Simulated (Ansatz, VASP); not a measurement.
## Two plane-wave programs on GaN

File INCAR:

```
SYSTEM = GaN
PREC = Accurate ; ENCUT = 520
EDIFF = 1E-6 ; ISMEAR = 0
SIGMA = 0.05 ; LREAL = .False.
LASPH = .True. ; NELM = 80
ALGO = Normal ; ISIF = 2
LWAVE = .False. ; LCHARG = .False.
GGA = CA ; NBANDS = 16
```

File KPOINTS:

```
regular mesh
0
Gamma
  10 10 10
  0 0 0
```

The input POSCAR:

```
GaN
1.0
    0.0000000000      2.1971630923      2.1408255771
    2.1971630923      0.0000000000      2.1408255771
    2.1971630923      2.1971630923      0.0000000000
Ga N
1 1
Direct
    0.0000000000      0.0000000000      0.0000000000
    0.7500000000      0.7500000000      0.7500000000
```

Input for Ansatz:

```yaml
crystal:
  lattice:
    - [0.0, 2.1971630923, 2.1408255771]
    - [2.1971630923, 0.0, 2.1408255771]
    - [2.1971630923, 2.1971630923, 0.0]
  atoms:
    - { symbol: Ga, position: [0.0, 0.0, 0.0] }
    - { symbol: "N", position: [0.75, 0.75, 0.75] }
basis:
  ecutwfc: 420
kpoints:
  mp_grid: { grid: [10, 10, 10] }
hamiltonian:
  xc: lda
scf:
  occupations: { method: gaussian, width: 0.05 }
output:
  forces: true
  stress: true
  eigenvalues: true
```

Change from the starting cell: strain -0.025 along x and y, -0.050 along z, atoms carried along.

Alike in both runs: task single point; functional LDA; k mesh 10 × 10 × 10; occupations gaussian, width 0.05 eV; no spin polarisation.

|  | VASP | Ansatz |
| --- | --- | --- |
| version | VASP 6.6.1 | Ansatz 0.2.0 |
| potentials or method | VASP PAW LDA potentials, release 64 (Ga_d, N) | scalar-relativistic, plane waves, PAW |
| plane-wave cutoff (eV) | 520 | 420 |
| valence electrons in the cell | 18 | 18 |

|  | VASP | Ansatz | Ansatz less VASP |
| --- | --- | --- | --- |
| gap on the k mesh at the Fermi level (eV) | 2.33 | 2.31 | -0.015 |
| least direct gap on the mesh (eV) | 2.33 | 2.31 | -0.015 |
| pressure (GPa) | 17.1 | 15.7 | -1.42 |
| largest component of the traceless stress (GPa) | 1.91 | 1.95 | +0.038 |

Caveats: so large a pressure means that the cell lies far from this level's equilibrium, or that cutoff or potentials fall short (VASP).
